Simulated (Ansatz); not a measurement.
Crystal: Pd.

```
CELL_PARAMETERS angstrom
0.00000 1.94650 1.94650
1.94650 0.00000 1.94650
1.94650 1.94650 0.00000
ATOMIC_POSITIONS crystal
Pd 0.00000 0.00000 0.00000
```

Base run:

| Item | Value |
| --- | --- |
| Program | Ansatz 0.2.0 |
| Functional | PBE |
| Potentials or basis | PseudoDojo stringent (PBE files) |
| Cutoff | 1116 eV |
| Density cutoff | 4463 eV |
| k mesh | 12 × 12 × 12 |
| Occupations | fermi-dirac, width 0.05 eV |
| Spin | no spin polarisation |

Its results: band gap on the k mesh none (metal or under the smearing width); pressure 6.8 GPa.

**Question.** After a change of settings the same cell gave: band gap on the k mesh none (metal or under the smearing width); pressure 7.9 GPa. Which change was it?
A. potentials or basis from PseudoDojo stringent (PBE files) to Ansatz PAW; cutoff from 1116 eV to 420 eV (not typed: the program's choice for these potentials); k mesh from 12 × 12 × 12 to 7 × 7 × 7
B. functional from PBE to BPBE; potentials or basis from PseudoDojo stringent (PBE files) to Ansatz PAW; cutoff from 1116 eV to 420 eV (not typed: the program's choice for these potentials)
C. potentials or basis from PseudoDojo stringent (PBE files) to Ansatz PAW earlier set; cutoff from 1116 eV to 720 eV; density cutoff from 4463 eV to 2880 eV

**Answer.** A.

Caveats: some runs use coarse meshes.
